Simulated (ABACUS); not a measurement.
CoO under changes of volume

One of the cells (9.584 Å³/atom); the others are scaled copies at fixed shape and fractional positions:

```
Co O
1.0
    -1.50800    1.50800    2.10725
     1.50800   -1.50800    2.10725
     1.50800    1.50800   -2.10725
Co O
1 1
Direct
  0.00000 0.00000 0.00000
  0.50000 0.50000 0.00000
```

| Item | Value |
| --- | --- |
| Program | ABACUS 3.10.1 |
| Functional | PBE |
| Potentials or basis | PseudoDojo NC SR 0.4.1 PBE standard |
| Cutoff | 1320 eV |
| Density cutoff | 5279 eV |
| Basis | plane waves |
| k mesh | 12 × 12 × 12 |
| Occupations | fermi-dirac, width 0.05 eV |
| Spin | collinear spin, ferromagnetic start |
| Starting moments | [2.0, 0.0] μB |

```csv
volume (Å³/atom),energy over the lowest point (meV/atom),pressure (GPa),moment (μB per cell)
9.009,?,?,?
9.201,9.27,7.9,2.93
9.392,2.21,3.8,2.97
9.584,0.00,-0.1,2.98
9.776,2.25,-3.6,2.99
9.967,8.56,-6.8,3.00
10.159,18.54,-9.6,3.00
```

Question: What does the run at 9.009 Å³/atom give?

Answer: Energy over the lowest point 21.51 meV/atom; pressure 12.3 GPa; moment 2.88 μB per cell.

Worked out: A Birch-Murnaghan fit of order 3 (a polynomial in V^(-2/3)) to the other rows has its minimum at 9.58 Å³/atom with B0 = V·E''(V) = 186 GPa and B' = 3.8 at fixed shape and positions, which overstates the stiffness. It gives 21.77 meV/atom at 9.009 Å³/atom, against the run's 21.51, and -dE/dV = 12.8 GPa, against 12.3. A parabola through the other rows of the moment, of slope 0.198 μB per Å³/atom there, extrapolates to 2.90 μB, against the run's 2.88.

Energies are extrapolated to zero smearing.

Caveats: a cell with one magnetic atom can't hold antiferromagnetic order, which such compounds often take.
